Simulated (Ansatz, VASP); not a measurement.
Two plane-wave programs on AlRu

File INCAR:

```
ALGO = Normal
EDIFF = 1E-6
ENCUT = 520
GGA = RP
ISIF = 2
ISMEAR = -1
LASPH = T
LCHARG = F
LREAL = F
LWAVE = F
NBANDS = 16
NELM = 100
PREC = Accurate
SIGMA = 0.008617333262145177
```

File KPOINTS:

```
k-points
0
Gamma
  6 6 6
```

File POSCAR:

```
AlRu
1.0
    2.9824954400      0.0000000000      0.0000000000
    0.0000000000      2.9824954400      0.0000000000
    0.0000000000      0.0000000000      2.9824954400
Al Ru
1 1
Direct
    0.0000000000      0.0000000000      0.0000000000
    0.5000000000      0.5000000000      0.5000000000
```

Input for Ansatz:

```yaml
crystal:
  lattice:
    - [2.98249544, 0.0, 0.0]
    - [0.0, 2.98249544, 0.0]
    - [0.0, 0.0, 2.98249544]
  atoms:
    - { symbol: Al, position: [0.0, 0.0, 0.0] }
    - { symbol: Ru, position: [0.5, 0.5, 0.5] }
basis: {}
kpoints:
  mp_grid: { grid: [6, 6, 6] }
hamiltonian:
  xc: rpbe
  pseudopotentials: { kind: nc }
scf:
  occupations: { method: fermi_dirac, width: "100 K" }
  max_iter: 30
  convergence: { dr2_threshold: "1e-10 eV" }
output:
  forces: true
  stress: true
  eigenvalues: true
```

Alike in both runs: task single point; functional RPBE; k mesh 6 × 6 × 6; no spin polarisation.

```csv
,VASP,Ansatz
version,VASP 6.6.1,Ansatz 0.2.0
potentials or method,"VASP PAW PBE potentials, release 64 (Al, Ru_pv)","scalar-relativistic, plane waves, norm-conserving potentials"
plane-wave cutoff (eV),520,1143
occupations,"fermi-dirac, width 0.00861733 eV",fermi-dirac
valence electrons in the cell,17,19
```

```csv
,VASP,Ansatz,Ansatz less VASP
gap on the k mesh at the Fermi level (eV),none,none,-
pressure (GPa),7.9,8.1,+0.17
```

A gap of «none» marks a metal or a gap that the smearing closes. The two sets of potentials don't hold the same shells in valence.

Caveats: the PAW data sets were made with another functional, which shifts forces and pressure a little (VASP).
